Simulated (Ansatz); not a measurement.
# A vibration from a frozen displacement in SnO

Level of theory: DFT r2SCAN, scalar-relativistic, plane waves, PAW in Ansatz 0.2.0. Cutoff 500 eV, Γ-centred 10×10×4 k-points, Gaussian smearing of 0.03 eV. No spin polarisation. Energies are free energies at this smearing, counted from the undisturbed cell; pressure is positive in compression.

Zero of the scan (relaxed at this level):

```
Sn O
1.0
     2.69239   -2.69239    0.00000
     2.69239    2.69239    0.00000
     0.00000    0.00000    9.88135
Sn O
4 4
Cartesian
  2.6924 -1.3467 8.5582
  2.6924 1.3467 1.3232
  2.6924 -1.3457 3.6175
  2.6924 1.3457 6.2638
  1.3462 0.0005 2.4703
  4.0386 -0.0005 7.4110
  1.3462 -0.0005 7.4110
  4.0386 0.0005 2.4703
```

Every Sn atom is moved by x along the Cartesian unit vector (0.000, 0.000, 1.000); the cell and all other atoms stay fixed. The cell's volume is 143.26 Å³; the moved atoms weigh 474.840 u together and the others 63.996 u.

| x (Å) | ΔE (meV/cell) | total force on the moved atoms along the move (eV/Å) | pressure (GPa) |
| --- | --- | --- | --- |
| -0.2000 | 609.69 | 5.9232 | 0.8886 |
| -0.1000 | 155.69 | 3.0920 | 0.2305 |
| 0.0000 | 0.00 | 0.0000 | 0.0060 |
| 0.0500 | 39.13 | -1.5624 | 0.0624 |
| 0.1500 | 347.24 | -4.5562 | 0.5075 |

Question: What frequency belongs to this motion?

Answer: The force constant is k = −dF/dx = 31.139 eV/Å², from the parabola through x = -0.1000, 0 and 0.0500. In every cell the moved atoms swing against the rest, so the mass is μ = m₁m₂/(m₁ + m₂) = 56.395 u, and ν̃ = 521.5 cm⁻¹ × √(|k|/μ) = 387 cm⁻¹. To first order in x, and within 1 %, the force on every atom lies along the move and, within each of the two groups, in proportion to the atom's mass, so this is itself a mode at the zone centre of this cell, taken without macroscopic field (the transverse frequency in a polar insulator).

Question: How far does the harmonic law reach?

Answer: At x = -0.200 Å, kx²/2 = 622.77 meV against the computed 609.69 meV (-2.1 %): the well is still close to harmonic there.

Cost: 5 runs of about 8.5 core-minutes in all, on Oxide Virtual Turin-like Processor (Zen 5) (shared hosts).

The motion is the polar, infrared-active vibration of litharge-type SnO along the layer normal. Each oxygen sheet lies between two tin sheets, so the displacement shortens the Sn–O bonds on one side and lengthens those on the other. The restoring force therefore comes mainly from the covalent-ionic bonds within the layers. All tin atoms move together, leaving the Sn–Sn distances across the lone-pair gap unchanged, so 387 cm⁻¹ says little about interlayer cohesion. The light oxygen carries most of the amplitude, which helps to place the mode this high despite the heavy cation.

The two sides of the layer are equivalent, so odd anharmonic terms cancel. What remains is a mild, even softening, seen in the falling ratio of force to displacement as the amplitude grows in either direction. The pressure rises for both signs of x, which suggests that the mode would stiffen under uniform compression. The longitudinal partner should lie higher, but its position would require the Born effective charges and the electronic dielectric response.
